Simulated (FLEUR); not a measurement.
**NaCl under changes of volume**

One of the cells (21.478 Å³/atom); the others are scaled copies at fixed shape and fractional positions:

```
Cl Na
1.0
     3.50219    0.00000    0.00000
     0.00000    3.50219    0.00000
     0.00000    0.00000    3.50219
Cl Na
1 1
Direct
  0.50000 0.50000 0.50000
  0.00000 0.00000 0.00000
```

Measurements of this composition are mostly on another form, of space group No. 225.

| Quantity | Value |
| --- | --- |
| Program | FLEUR MaX-R8.1 (later development tree) |
| Functional | PBE |
| Potentials or basis | all-electron |
| Basis | FLAPW |
| Kmax | 4.1 1/bohr |
| k mesh | 8 × 8 × 8 |
| Occupations | fermi-dirac, width 0.05 eV |
| Spin | no spin polarisation |

```csv
volume (Å³/atom),energy over the lowest point (meV/atom),gap on the mesh (eV)
20.189,8.10,4.20
20.619,3.69,4.12
21.048,1.06,4.05
21.478,0.00,3.98
21.907,0.35,3.91
22.337,?,?
22.766,4.70,3.79
```

Task: What does the run at 22.337 Å³/atom give?

Result: Energy over the lowest point 1.96 meV/atom; gap on the mesh 3.85 eV.

Worked out: A Birch-Murnaghan fit of order 3 (a polynomial in V^(-2/3)) to the other rows has its minimum at 21.58 Å³/atom with B0 = V·E''(V) = 26 GPa and B' = 4.6. It gives 1.96 meV/atom at 22.337 Å³/atom, against the run's 1.96. A straight line through the other rows of the gap, of slope -3.41 eV per unit of ln V, gives 3.85 eV, against the run's 3.85.

Energies are extrapolated to zero smearing.

A mesh can miss the band edges.
